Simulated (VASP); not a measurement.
Here is a VASP 6.6.1 calculation.

INCAR

```
PREC = Accurate
ENCUT = 600
EDIFF = 1E-7
ISMEAR = 0
SIGMA = 0.03
LREAL = F
LASPH = T
NELM = 80
ALGO = Normal
ISIF = 3
LWAVE = F
LCHARG = F
GGA = PS
IBRION = 2
NSW = 90
EDIFFG = -0.005
KPAR = 4
```

Contents of KPOINTS:

```
regular mesh
0
Gamma
  6 6 6
```

Contents of POSCAR:

```
AlGa7As8                                
1.0
   -5.6656763224      5.6656763224      0.0000000000
   -5.6656763224     -0.0000000000      5.6656763224
    0.0000000000      5.6656763224      5.6656763224
  Al              Ga              As            
     1     7     8
Direct
     1.0000000000000000    0.0000000000000000    1.0000000000000000
     0.5001198035575205    0.9998801964424795    0.9998801964424795
     0.9998801964424795    0.5001198035575205    0.9998801964424795
     0.9998801964424795    0.9998801964424795    0.5001198035575205
     0.5001198035575205    0.5001198035575205    0.9998801964424795
     0.5001198035575205    0.9998801964424795    0.5001198035575205
     0.9998801964424795    0.5001198035575205    0.5001198035575205
     0.5000000000000000    0.5000000000000000    0.5000000000000000
     0.8749736167517531    0.8749736167517531    0.3750791497447412
     0.3750049078283225    0.8749852765150326    0.3750049078283225
     0.8749852765150326    0.3750049078283225    0.3750049078283225
     0.8749736167517531    0.8749736167517531    0.8749736167517531
     0.3750049078283225    0.3750049078283225    0.3750049078283225
     0.3750791497447412    0.8749736167517531    0.8749736167517531
     0.8749736167517531    0.3750791497447412    0.8749736167517531
     0.3750049078283225    0.3750049078283225    0.8749852765150326
```

Potentials or basis: VASP PAW PBE potentials, release 64 (Al, Ga_d, As).

The run is started by

```sh
$ cat potpaw_PBE.64/Al/POTCAR potpaw_PBE.64/Ga_d/POTCAR potpaw_PBE.64/As/POTCAR > POTCAR
$ mpirun -np 4 vasp_std > vasp.out
```

(1) What does it give for the relaxed cell?

(2) What does it give for the band gap on the k mesh?

Answers

(1) a = 8.013 Å, b = 8.013 Å, c = 8.013 Å, α = 60.00°, β = 60.00°, γ = 60.00°.

(2) 0.54 eV, direct.
